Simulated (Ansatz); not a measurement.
This script for Ansatz 0.2.0, Python API starts 2 runs on NbC, space group Fm-3m. What input does the engine get in each?

The script, `nbc_paw_lapw.py`:
```python
import ansatz as az
import numpy as np

config = {
    "kspacing": 0.2,
    "occupations": "Gaussian",
    "smearing_width": 0.1,
}


def count_gap(report):
    # lowest empty less highest filled band, counting bands; zero where they overlap
    return max(report.get("gap_by_band_count_ev") or 0.0, 0.0)


def main() -> None:
    lattice = az.Lattice.of(
        (0.0, 2.23455, 2.23455),
        (2.23455, 0.0, 2.23455),
        (2.23455, 2.23455, 0.0),
    )
    sites = [
        ("Nb", (0.0, 0.0, 0.0)),
        ("C", (0.5, 0.5, 0.5)),
    ]
    system = az.Crystal(lattice=lattice)
    for symbol, position in sites:
        system = system.atom(symbol, position)

    base = system.calculation()
    base = base.functional(az.Functional.LDA)
    base = base.kpoints(spacing=config["kspacing"])
    base = base.occupations(config["occupations"], width=config["smearing_width"])
    base = base.stress()
    base = base.forces().band_table()
    variants = {
        "PAW": base.pseudopotentials("paw"),
        "LAPW": base.pseudopotentials("all_electron", lapw=True),
    }
    rows = []
    for label, variant in variants.items():
        r = variant.run(threads=1, backend="cpu").report
        levels = np.array(r["eigenvalues_ev"][0]) - r["fermi_energy_ev"]
        print(label, "levels at the first k-point near E_F:", np.round(levels[np.abs(levels) < 5], 3))
        rows.append((label, r["n_electrons"], np.trace(r["stress_gpa"]) / 3, count_gap(r)))
    print("     treatment  electrons in bands           P GPa  gap by band count eV")
    for row in rows:
        print(f"{str(row[0]):>14s}  {row[1]:18.1f}  {row[2]:14.3f}  {row[3]:20.3f}")


if __name__ == "__main__":
    main()
```

Run 1:
```yaml
crystal:
  lattice:
    - [0.0, 2.23455, 2.23455]
    - [2.23455, 0.0, 2.23455]
    - [2.23455, 2.23455, 0.0]
  atoms:
    - { symbol: Nb, position: [0.0, 0.0, 0.0] }
    - { symbol: C, position: [0.5, 0.5, 0.5] }
kpoints:
  mp_grid:
    kspacing: 0.2
hamiltonian:
  xc: lda
  pseudopotentials:
    kind: paw
scf:
  occupations:
    method: gaussian
    width: 0.1
output:
  forces: true
  stress: true
  eigenvalues: true
```

Run 2, against run 1:
```diff
-    kind: paw
+    kind: all_electron
+    lapw: {}
```

Running `python nbc_paw_lapw.py` prints:
```text
DeckWarning: basis.ecutwfc = 420 eV, auto-derived from the records' recommended cutoffs: set by Nb (normal level)
PAW levels at the first k-point near E_F: [-1.285 -1.285 -1.285 -0.166 -0.166 -0.166  0.399  0.399]
LAPW levels at the first k-point near E_F: [-1.286 -1.286 -1.286 -0.169 -0.169 -0.169  0.397  0.397]
     treatment  electrons in bands           P GPa  gap by band count eV
           PAW                17.0          -8.934                 0.000
          LAPW                37.0          -8.942                 0.000
```
(Warnings from the package without file and line.)

PAW gives -8.934 GPa and LAPW -8.942 GPa, 0.008 GPa apart. They took 1.2 and 15.1 s of processor time.

What to keep in mind:
- The run is spin-unpolarised.
- The computed bands are complete only to about 0.4 eV above the Fermi level.
- A gap by band count of zero or less means overlapping bands, a metal, and at an odd count of electrons it is no gap at all.
- At these settings the cell as given stands under about -9 GPa, so it isn't at this functional's equilibrium volume.
- The structure is a deposited one; some such entries were measured under pressure or heat, so a shift against it needn't be the functional's error alone.
- Levels are Kohn-Sham eigenvalues on this mesh, without spin-orbit coupling.
- Pressure is positive in compression; the treatments may keep other shells as core, so totals and counts of electrons can differ.
- Wall time of the script: 17 s on 1 thread of Arm Neoverse V2, with other jobs on the host, peak memory 0.53 GiB.
